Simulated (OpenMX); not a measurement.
**ZnS (Wurtzite-2H) under changes of volume**

One of the cells (19.603 Å³/atom); the others are scaled copies at fixed shape and fractional positions:

```
Zn S
1.0
     3.81100    0.00000    0.00000
    -1.90550    3.30042    0.00000
     0.00000    0.00000    6.23400
Zn S
2 2
Direct
  0.66667 0.33333 0.50000
  0.33333 0.66667 0.00000
  0.66667 0.33333 0.88500
  0.33333 0.66667 0.38500
```

| Property | Result |
| --- | --- |
| Program | OpenMX 3.8.5 |
| Functional | PBE |
| Potentials or basis | OpenMX 2013 PBE set, Zn6.0H-s2p2d1, S7.0-s2p2d1, fixed grid of 45 × 45 × 84 points |
| k mesh | 9 × 9 × 5 |
| Occupations | fermi-dirac, width 0.05 eV |
| Spin | no spin polarisation |

| volume (Å³/atom) | energy over the lowest point (meV/atom) | gap on the mesh (eV) | largest force (eV/Å) |
| --- | --- | --- | --- |
| 18.427 | 88.76 | 2.88 | 0.517 |
| 18.819 | 61.98 | 2.75 | 0.483 |
| 19.211 | 40.65 | 2.63 | 0.451 |
| 19.603 | ? | ? | ? |
| 19.995 | 12.23 | 2.41 | 0.392 |
| 20.387 | 4.25 | 2.30 | 0.368 |
| 20.779 | 0.00 | 2.20 | 0.342 |

What does the run at 19.603 Å³/atom give?

Energy over the lowest point 24.28 meV/atom; gap on the mesh 2.52 eV; largest force 0.419 eV/Å.

Worked out: A Birch-Murnaghan fit of order 3 (a polynomial in V^(-2/3)) to the other rows has its minimum at 21.09 Å³/atom, just outside them, with B0 = V·E''(V) = 68 GPa and B' = 4.1 at fixed shape and positions, which overstates the stiffness. It gives 24.20 meV/atom at 19.603 Å³/atom, against the run's 24.28. A straight line through the other rows of the gap, of slope -5.64 eV per unit of ln V (its deformation potential), gives 2.52 eV, against the run's 2.52.

Energies are extrapolated to zero smearing.

Caveats: the transition metal has a single d function, too few for pressures, volumes and moments; the basis of atomic orbitals isn't converged, which shifts pressures, moduli and gaps.
